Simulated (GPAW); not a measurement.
Runs of GPAW 26.7.0 on In. Symmetry: I4/mmm, No. 139, tetragonal system. The conventional cell has a = 3.251 Å, b = 3.251 Å, c = 4.947 Å, α = 90.00°, β = 90.00°, γ = 90.00°. In (site symmetry 4/mmm) has 12 In at 3.25 to 3.38 Å as nearest neighbours. 

| task | level | potentials or basis | cell | k mesh | band path | band points | gap on the mesh (eV) | pressure (GPa) |
| --- | --- | --- | --- | --- | --- | --- | --- | --- |
| single point | PBEsol | PAW data sets generated in the run's folder for this functional, pw | as given | 11 × 11 × 11 | - | - | none | -1.3 |
| band structure | LDA | the program's PAW data sets (release 1.2.1) made for this functional, pw | as given | 9 × 9 × 9 | GXYSGZS1NPY1Z,XP | 80 | - | (a) |
| single point | PBEsol | PAW data sets generated in the run's folder for this functional, pw | cell strained at random at fixed volume | 11 × 11 × 11 | - | - | none | -1.3 |
| band structure | PBEsol | PAW data sets generated in the run's folder for this functional, pw | as given | 9 × 9 × 9 | GXYSGZS1NPY1Z,XP | 80 | - | -1.2 |

Alike in all rows: no spin polarisation; cutoff (eV) 600; smearing fermi-dirac 0.05 eV.

Task: Estimate the missing entries.

Result: (a) -2.7.

Caveats: spin-orbit coupling is left out, which moves the levels of the heavy elements (some runs).

A k mesh can miss the band edges, and the runs leave out spin-orbit coupling on In.

A gap of «none» marks a metal or a gap under the smearing width.
